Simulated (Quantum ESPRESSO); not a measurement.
# BaTiO3 (Barioperovskite) (Amm2) in Quantum ESPRESSO: notebook

Aim: see how the results for BaTiO3 (Barioperovskite) move with the level of theory and the settings. Levels: AM05, LDA. Tasks: dielectric tensor, phonons.

Program: Quantum ESPRESSO 7.5. These are calculated values, not measurements. Logs are shortened: lines on timing, memory, paths and dates and some standing lists are left out, and cuts for length are marked.

## 1. The structure

Symmetry: Amm2, No. 38, orthorhombic system. Conventional cell: a = 3.986 Å, b = 5.674 Å, c = 5.690 Å, α = 90.00°, β = 90.00°, γ = 90.00°. Ba (site symmetry mm2) is surrounded by 12 O at 2.77 to 2.92 Å. Around Ti (site symmetry mm2) lie 6 O at 1.93 to 2.09 Å. O (site symmetry m) is surrounded by 2 Ti at 1.93 to 2.09 Å. O (site symmetry mm2) has 2 Ti at 2.00 Å as nearest neighbours.

## 2. Dielectric tensor, AM05

The input, pw.in:

```
&CONTROL
  calculation = 'scf'
  prefix = 'pwscf'
  outdir = './tmp'
  pseudo_dir = './pseudo'
  tprnfor = .true.
  tstress = .true.
  disk_io = 'low'
/
&SYSTEM
  ibrav = 0
  celldm(1) = 8
  nat = 5
  ntyp = 3
  ecutwfc = 45
  ecutrho = 360
  nbnd = 28
  input_dft = 'XC-000I-000I-120L-135L-000I-000I'
  occupations = 'smearing'
  smearing = 'fd'
  degauss = 0.00367493
/
&ELECTRONS
  conv_thr = 1d-09
  electron_maxstep = 120
  mixing_beta = 0.5
/
ATOMIC_SPECIES
Ba   137.3270 ba_pbe_v1.uspp.F.UPF
Ti    47.8670 ti_pbe_v1.4.uspp.F.UPF
O     15.9990 o_pbe_v1.2.uspp.F.UPF
CELL_PARAMETERS alat
  0.9414379337120   0.0000000000000   0.0000000000000
  0.0000000000000   0.6701205053689   0.6720692854349
  0.0000000000000  -0.6701205053689   0.6720692854349
ATOMIC_POSITIONS crystal
Ba     0.0000000000    0.0000000000    0.0000000000
Ti     0.5000000000    0.5124000000    0.5124000000
O      0.5000000000    0.9918400000    0.5052400000
O      0.5000000000    0.5052400000    0.9918400000
O      0.0000000000    0.4874000000    0.4874000000
K_POINTS automatic
4 4 4 1 1 1
```

The input, scf2.in:

```
&CONTROL
  calculation = 'scf'
  prefix = 'pwscf'
  outdir = './tmp'
  pseudo_dir = './pseudo'
  tprnfor = .true.
  tstress = .true.
  disk_io = 'low'
/
&SYSTEM
  ibrav = 0
  celldm(1) = 8
  nat = 5
  ntyp = 3
  ecutwfc = 45
  ecutrho = 360
  nbnd = 28
  input_dft = 'XC-000I-000I-120L-135L-000I-000I'
  occupations = 'fixed'
/
&ELECTRONS
  conv_thr = 1d-13
  electron_maxstep = 120
  mixing_beta = 0.5
  startingpot = 'file'
  startingwfc = 'file'
/
ATOMIC_SPECIES
Ba   137.3270 ba_pbe_v1.uspp.F.UPF
Ti    47.8670 ti_pbe_v1.4.uspp.F.UPF
O     15.9990 o_pbe_v1.2.uspp.F.UPF
CELL_PARAMETERS alat
  0.9414379337120   0.0000000000000   0.0000000000000
  0.0000000000000   0.6701205053689   0.6720692854349
  0.0000000000000  -0.6701205053689   0.6720692854349
ATOMIC_POSITIONS crystal
Ba     0.0000000000    0.0000000000    0.0000000000
Ti     0.5000000000    0.5124000000    0.5124000000
O      0.5000000000    0.9918400000    0.5052400000
O      0.5000000000    0.5052400000    0.9918400000
O      0.0000000000    0.4874000000    0.4874000000
K_POINTS automatic
4 4 4 1 1 1
```

The input, ph.in:

```
dielectric of BaTiO3
&INPUTPH
  prefix = 'pwscf'
  outdir = './tmp'
  tr2_ph = 1d-18
  fildyn = 'dyn'
  niter_ph = 90
  alpha_mix(1) = 0.7
  epsil = .true.
  trans = .false.
  zeu = .true.
/
0.0000000000 0.0000000000 0.0000000000
```

Potentials or basis: GBRV 1.5 PBE.

On the command line:

```console
$ OMP_NUM_THREADS=1 pw.x -in pw.in > pw.out
$ OMP_NUM_THREADS=1 pw.x -in scf2.in > scf2.out
$ OMP_NUM_THREADS=1 ph.x -in ph.in > ph.out
```

pw.out:

```text
This program is part of the open-source Quantum ESPRESSO suite
     for quantum simulation of materials; please cite
         "P. Giannozzi et al., J. Phys.:Condens. Matter 21 395502 (2009);
         "P. Giannozzi et al., J. Phys.:Condens. Matter 29 465901 (2017);
         "P. Giannozzi et al., J. Chem. Phys. 152 154105 (2020);
     in publications or presentations arising from this work. More details at

     IMPORTANT: XC functional enforced from input :
     Exchange-correlation= XC-000I-000I-120L-135L-000I-000I
                           (   0   0 120 135   0   0   0)
     Any further DFT definition will be discarded
     Please, verify this is what you really want

     Message from routine setup:
     using ibrav=0 with symmetry is DISCOURAGED, use correct ibrav instead

     G-vector sticks info
     --------------------
     sticks:   dense  smooth     PW     G-vecs:    dense   smooth      PW
     Sum        1637     817    241                50085    17725    2801

     Using Slab Decomposition

     bravais-lattice index     =            0
     lattice parameter (alat)  =       8.0000  a.u.
     unit-cell volume          =     434.1688 (a.u.)^3
     number of atoms/cell      =            5
     number of atomic types    =            3
     number of electrons       =        40.00
     number of Kohn-Sham states=           28
     kinetic-energy cutoff     =      45.0000  Ry
     charge density cutoff     =     360.0000  Ry
     scf convergence threshold =      1.0E-09
     mixing beta               =       0.5000
     number of iterations used =            8  plain     mixing
     Exchange-correlation= XC-000I-000I-120L-135L-000I-000I
                           (   0   0 120 135   0   0   0)

     celldm(1)=   8.000000  celldm(2)=   0.000000  celldm(3)=   0.000000
     celldm(4)=   0.000000  celldm(5)=   0.000000  celldm(6)=   0.000000

     crystal axes: (cart. coord. in units of alat)
               a(1) = (   0.941438   0.000000   0.000000 )
               a(2) = (   0.000000   0.670121   0.672069 )
               a(3) = (   0.000000  -0.670121   0.672069 )

     reciprocal axes: (cart. coord. in units 2 pi/alat)
               b(1) = (  1.062205  0.000000 -0.000000 )
               b(2) = ( -0.000000  0.746134  0.743971 )
               b(3) = (  0.000000 -0.746134  0.743971 )

     PseudoPot. # 1 for Ba read from file:
     ba_pbe_v1.uspp.F.UPF
     Pseudo is Ultrasoft + core correction, Zval = 10.0
     Generated by new atomic code, or converted to UPF format
     Using radial grid of  907 points,  7 beta functions with:
                l(1) =   0
                l(2) =   0
                l(3) =   1
                l(4) =   1
                l(5) =   2
                l(6) =   2
                l(7) =   3
     Q(r) pseudized with  6 coefficients,  rinner =    1.700   1.700   1.700
                                                       1.700   1.700   1.700
                                                       1.700

     PseudoPot. # 2 for Ti read from file:
     ti_pbe_v1.4.uspp.F.UPF
     Pseudo is Ultrasoft + core correction, Zval = 12.0
     Generated by new atomic code, or converted to UPF format
     Using radial grid of  851 points,  6 beta functions with:
                l(1) =   0
                l(2) =   0
                l(3) =   1
                l(4) =   1
                l(5) =   2
                l(6) =   2
     Q(r) pseudized with  6 coefficients,  rinner =    1.000   1.000   1.000
                                                       1.000   1.000

     PseudoPot. # 3 for O  read from file:
     o_pbe_v1.2.uspp.F.UPF
     Pseudo is Ultrasoft + core correction, Zval =  6.0
     Generated by new atomic code, or converted to UPF format
     Using radial grid of  737 points,  5 beta functions with:
                l(1) =   0
                l(2) =   0
                l(3) =   1
                l(4) =   1
                l(5) =   2
     Q(r) pseudized with  8 coefficients,  rinner =    0.900   0.900   0.900
                                                       0.900   0.900

     atomic species   valence    mass     pseudopotential
     Ba               10.00   137.32700     Ba( 1.00)
     Ti               12.00    47.86700     Ti( 1.00)
     O                 6.00    15.99900     O ( 1.00)

      4 Sym. Ops. (no inversion) found

   Cartesian axes

     site n.     atom                  positions (alat units)
         1        Ba     tau(   1) = (   0.0000000   0.0000000   0.0000000  )
         2        Ti     tau(   2) = (   0.4707190   0.0000000   0.6887366  )
         3        O      tau(   3) = (   0.4707190   0.3260806   1.0061415  )
         4        O      tau(   4) = (   0.4707190  -0.3260806   1.0061415  )
         5        O      tau(   5) = (   0.0000000   0.0000000   0.6551331  )

     number of k points=    12  Fermi-Dirac smearing, width (Ry)=  0.0037
                       cart. coord. in units 2pi/alat
        k(    1) = (   0.1327756   0.0000000   0.1859927), wk =   0.1250000
        k(    2) = (   0.1327756  -0.1865336   0.3719855), wk =   0.2500000
        k(    3) = (   0.1327756   0.3730672  -0.1859927), wk =   0.2500000
        k(    4) = (   0.1327756   0.1865336   0.0000000), wk =   0.1250000
        k(    5) = (   0.1327756   0.0000000   0.5579782), wk =   0.1250000
        k(    6) = (   0.1327756   0.5596008  -0.0000000), wk =   0.1250000
        k(    7) = (   0.3983268   0.0000000   0.1859927), wk =   0.1250000
        k(    8) = (   0.3983268  -0.1865336   0.3719855), wk =   0.2500000
        k(    9) = (   0.3983268   0.3730672  -0.1859927), wk =   0.2500000
        k(   10) = (   0.3983268   0.1865336   0.0000000), wk =   0.1250000
        k(   11) = (   0.3983268   0.0000000   0.5579782), wk =   0.1250000
        k(   12) = (   0.3983268   0.5596008  -0.0000000), wk =   0.1250000

     Dense  grid:    50085 G-vectors     FFT dimensions: (  45,  45,  45)

     Smooth grid:    17725 G-vectors     FFT dimensions: (  36,  36,  36)

     WARNING: libxc functional with ID  120 depends
      on external parameters: check the user_guide of
      QE if you need to modify them or to check their
      default values.

     WARNING: libxc functional with ID  135 depends
      on external parameters: check the user_guide of
      QE if you need to modify them or to check their
      default values.

     Check: negative core charge=   -0.000006

     Initial potential from superposition of free atoms

     starting charge      38.9850, renormalised to      40.0000

     negative rho (up, down):  9.795E-02 0.000E+00
     Starting wfcs are   35 randomized atomic wfcs

     Self-consistent Calculation

     iteration #  1     ecut=    45.00 Ry     beta= 0.50
     Davidson diagonalization with overlap
     ethr =  1.00E-02,  avg # of iterations =  2.0

     negative rho (up, down):  9.244E-02 0.000E+00

     total energy              =    -285.85485227 Ry
     estimated scf accuracy    <       0.63187239 Ry

     iteration #  2     ecut=    45.00 Ry     beta= 0.50
     Davidson diagonalization with overlap
     ethr =  1.58E-03,  avg # of iterations =  2.0

     negative rho (up, down):  9.117E-02 0.000E+00

     total energy              =    -285.72087510 Ry
     estimated scf accuracy    <       2.26871536 Ry
[... 64 lines left out ...]
     iteration # 10     ecut=    45.00 Ry     beta= 0.50
     Davidson diagonalization with overlap
     ethr =  2.69E-10,  avg # of iterations =  1.4

     negative rho (up, down):  8.750E-02 0.000E+00

     total energy              =    -286.11670928 Ry
     estimated scf accuracy    <          6.3E-09 Ry

     iteration # 11     ecut=    45.00 Ry     beta= 0.50
     Davidson diagonalization with overlap
     ethr =  1.57E-11,  avg # of iterations =  2.0

     negative rho (up, down):  8.750E-02 0.000E+00

     End of self-consistent calculation

          k = 0.1328 0.0000 0.1860 (  2210 PWs)   bands (ev):

   -46.0108 -22.3076 -22.3070 -22.2919 -14.2989  -6.4984  -5.8220  -5.8024
     0.4352   0.4393   0.6927   7.4220   7.7935   7.8083   8.4983   8.5312
     9.1474   9.3221   9.8115   9.8118  12.6801  12.7362  12.8053  15.0744
    15.1424  16.1220  16.2089  18.2596

          k = 0.1328-0.1865 0.3720 (  2211 PWs)   bands (ev):

   -46.0104 -22.3429 -22.3056 -22.2903 -14.2223  -6.5637  -5.7695  -5.6559
     0.4547   0.5692   0.8066   6.4814   7.3387   7.5815   7.7183   8.0593
     8.8224   9.1969   9.3625   9.4850  12.8320  13.7180  13.7431  15.1085
    16.5201  17.3445  17.7934  18.9777

          k = 0.1328 0.3731-0.1860 (  2210 PWs)   bands (ev):

   -46.0104 -22.3429 -22.3056 -22.2903 -14.2221  -6.5640  -5.7753  -5.6513
     0.4537   0.5734   0.8084   6.4777   7.3246   7.5718   7.7577   8.0452
     8.8336   9.1800   9.3667   9.4852  12.8296  13.7155  13.7424  15.1105
    16.5184  17.3415  17.7851  18.9597

          k = 0.1328 0.1865 0.0000 (  2216 PWs)   bands (ev):

   -46.0108 -22.3080 -22.3066 -22.2919 -14.2988  -6.4982  -5.8407  -5.7854
     0.4213   0.4598   0.6908   7.4178   7.7795   7.8137   8.4731   8.5872
     9.1386   9.2911   9.7956   9.8519  12.6630  12.7274  12.8182  15.0759
    15.1439  16.1185  16.2057  18.2436

          k = 0.1328 0.0000 0.5580 (  2218 PWs)   bands (ev):

   -46.0099 -22.3408 -22.3403 -22.2888 -14.1652  -6.2456  -5.7668  -5.7013
     0.3342   0.3739   0.7268   6.2608   6.7148   6.7365   7.6093   7.8025
     8.4315   9.2457   9.5076  10.0293  13.7891  13.8191  14.1282  15.7331
    17.5921  18.0210  18.5121  19.1432

          k = 0.1328 0.5596-0.0000 (  2216 PWs)   bands (ev):

   -46.0099 -22.3412 -22.3400 -22.2888 -14.1650  -6.2444  -5.7876  -5.6831
     0.3300   0.3837   0.7257   6.2558   6.6638   6.7947   7.5713   7.8428
     8.4324   9.2598   9.4866  10.0248  13.7664  13.8413  14.1290  15.7281
    17.5882  18.0084  18.5174  19.1708

          k = 0.3983 0.0000 0.1860 (  2206 PWs)   bands (ev):

   -46.0103 -22.3306 -22.3059 -22.3050 -14.2176  -6.5642  -5.7799  -5.6317
     0.4590   0.5560   0.8015   6.4679   7.3420   7.5857   7.7650   8.0290
     8.8105   9.1620   9.3924   9.4270  12.8214  13.7097  13.7604  15.0477
    16.4467  17.4382  17.7987  18.9621

          k = 0.3983-0.1865 0.3720 (  2213 PWs)   bands (ev):

   -46.0098 -22.3404 -22.3283 -22.3039 -14.1611  -6.2481  -5.7549  -5.6871
     0.3064   0.3666   0.7128   6.2444   6.6445   6.8311   7.6625   7.7976
     8.3650   9.2429   9.4863  10.0706  13.7661  13.8410  14.1275  15.6189
    17.5804  18.0815  18.5739  19.1193

          k = 0.3983 0.3731-0.1860 (  2212 PWs)   bands (ev):

   -46.0098 -22.3404 -22.3283 -22.3039 -14.1610  -6.2468  -5.7597  -5.6855
     0.3001   0.3735   0.7189   6.2396   6.6469   6.8290   7.6661   7.7930
     8.3693   9.2406   9.4824  10.0693  13.7555  13.8415  14.1305  15.6232
    17.5614  18.0882  18.5665  19.1312

          k = 0.3983 0.1865 0.0000 (  2204 PWs)   bands (ev):

   -46.0103 -22.3306 -22.3061 -22.3048 -14.2175  -6.5634  -5.7819  -5.6324
     0.4577   0.5650   0.8002   6.4660   7.3470   7.5821   7.7567   8.0419
     8.7864   9.1524   9.3705   9.4771  12.8028  13.6935  13.7783  15.0531
    16.4459  17.4243  17.7987  18.9722

          k = 0.3983 0.0000 0.5580 (  2226 PWs)   bands (ev):

   -46.0093 -22.3389 -22.3382 -22.3264 -14.1118  -5.8757  -5.6558  -5.6374
    -0.1041  -0.0799   0.2049   6.1510   6.7154   6.7319   7.4593   7.8720
     7.8972   9.9111   9.9443  10.1142  14.2648  14.3158  14.3162  17.2768
    17.3186  17.7854  18.0499  18.0601

          k = 0.3983 0.5596-0.0000 (  2228 PWs)   bands (ev):

   -46.0093 -22.3392 -22.3380 -22.3264 -14.1117  -5.8697  -5.6823  -5.6188
    -0.1214  -0.0576   0.2056   6.1435   6.7035   6.7596   7.4404   7.8812
     7.9006   9.9042   9.9449  10.1073  14.2568  14.3152  14.3217  17.1869
    17.3923  17.8179  17.9882  18.1182

     the Fermi energy is    11.3981 ev

!    total energy              =    -286.11670928 Ry
     estimated scf accuracy    <          2.2E-10 Ry
     smearing contrib. (-TS)   =      -0.00000000 Ry
     internal energy E=F+TS    =    -286.11670928 Ry

     The total energy is F=E-TS. E is the sum of the following terms:
     one-electron contribution =     -72.17761814 Ry
     hartree contribution      =      59.76099718 Ry
     xc contribution           =     -66.78252062 Ry
     ewald contribution        =    -206.91756770 Ry

     convergence has been achieved in  11 iterations

     negative rho (up, down):  8.750E-02 0.000E+00

     Forces acting on atoms (cartesian axes, Ry/au):

     atom    1 type  1   force =     0.00000000    0.00000000    0.00564677
     atom    2 type  2   force =     0.00000000   -0.00000000    0.00603416
     atom    3 type  3   force =     0.00000000   -0.00118614   -0.01067675
     atom    4 type  3   force =     0.00000000    0.00118614   -0.01067675
     atom    5 type  3   force =     0.00000000   -0.00000000    0.00967257

     Total force =     0.019816     Total SCF correction =     0.000008

     Computing stress (Cartesian axis) and pressure

     negative rho (up, down):  8.750E-02 0.000E+00
          total   stress  (Ry/bohr**3)                   (kbar)     P=      -17.60
  -0.00010823   0.00000000   0.00000000          -15.92        0.00        0.00
   0.00000000  -0.00010454  -0.00000000            0.00      -15.38       -0.00
  -0.00000000  -0.00000000  -0.00014610           -0.00       -0.00      -21.49

=------------------------------------------------------------------------------=
   JOB DONE.
=------------------------------------------------------------------------------=
```

Run time: 14 min. Hardware: 1 thread of Intel Xeon at 2.50GHz (Skylake/Cascade Lake), shared host; peak memory 0.37 GiB.

Results:

* Free energy: -3892.8161 eV
* Pressure: -1.8 GPa
* Largest force: 0.276 eV/Å
* Electronic dielectric tensor (diagonal): 6.62, 6.23, 6.15
* Born charges (mean of the diagonal): Ba +2.79; Ti +6.85; O -3.13, -3.27 e

Forces on the atoms (eV/Å):
```
Ba   0.000  0.000  0.145
Ti   0.000  0.000  0.155
O    0.000 -0.030 -0.275
O    0.000  0.030 -0.275
O    0.000  0.000  0.249
```

Stress tensor (GPa, compression positive):
```
-1.59  0.00  0.00
 0.00 -1.54  0.00
 0.00  0.00 -2.15
```

Electronic dielectric tensor:
```
6.62 0.00 0.00
0.00 6.23 0.00
0.00 0.00 6.15
```

Born effective charge tensors (e):
atom 1, Ba
```
2.77 0.00 0.00
0.00 2.79 0.00
0.00 0.00 2.80
```
atom 2, Ti
```
7.12 0.00 0.00
0.00 6.80 0.00
0.00 0.00 6.64
```
atom 3, O
```
-2.09  0.00  0.00
 0.00 -3.69 -1.64
 0.00 -1.55 -3.61
```
atom 4, O
```
-2.09  0.00  0.00
 0.00 -3.69  1.64
 0.00  1.55 -3.61
```
atom 5, O
```
-5.69  0.00  0.00
 0.00 -2.04  0.00
 0.00  0.00 -2.07
```

Caveat: the mesh is thin for the dielectric tensor, Born charges and intensities, which usually come out too large; the potentials were made for another functional, which shifts forces and pressure; the Born charges break their sum rule by 0.11 e, a sign of too thin a mesh. The run has no spin-orbit coupling, so splittings on Ba are missing.

(Part 1 of 3 ends here.)
